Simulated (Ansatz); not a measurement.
Runs of Ansatz 0.2.0 on SiNi. The structure is orthorhombic, space group Pmmn (No. 59). Conventional cell: a = 2.943 Å, b = 3.280 Å, c = 4.677 Å, α = 90.00°, β = 90.00°, γ = 90.00°. Ni (site symmetry mm2) has 6 Si at 2.34 to 2.37 Å and 4 Ni at 2.65 Å as nearest neighbours. Around Si (site symmetry mm2) lie 6 Ni at 2.34 to 2.37 Å and 4 Si at 2.65 Å. The cell is a database's computed one.

| level | cutoff (eV) | gap on the mesh (eV) | pressure (GPa) | moment (μB) | relaxed volume (Å³/atom) | largest force (eV/Å) |
| --- | --- | --- | --- | --- | --- | --- |
| revPBE | 420 | none | 0.0 | 0.00 | 11.88 | 0.01 |
| LDA | 420 | none | 0.0 | 0.00 | (b) | - |
| r2SCAN | 500 | none | 0.0 | 0.00 | (a) | - |
| BLYP | 420 | none | 0.0 | 0.00 | 12.47 | - |
| RPBE | 420 | none | 0.0 | 0.00 | 11.95 | 0.01 |
| PBEsol | 420 | none | 0.0 | 0.00 | 11.31 | - |

Alike in all rows: task relaxation of cell and atoms; potentials or basis Ansatz PAW; spin collinear, ferromagnetic start; cell relaxed; k mesh 9 × 8 × 6; smearing fermi-dirac 0.05 eV.

Problem. Estimate the missing entries.

Solution. (a) 11.32; (b) 11.04.

Caveats: the plane-wave basis is chosen anew once the cell has moved, so the energies of steps on either side of that aren't comparable; the PAW data sets come from PBE, with cores solved anew for the run's functional, which leaves a small shift of forces and pressure; the starting moments weren't kept; the magnetic or orbital state may not be the lowest (some runs).

A gap of «none» marks a metal or a gap under the smearing width.

Runs at the PBE level aren't shown here.
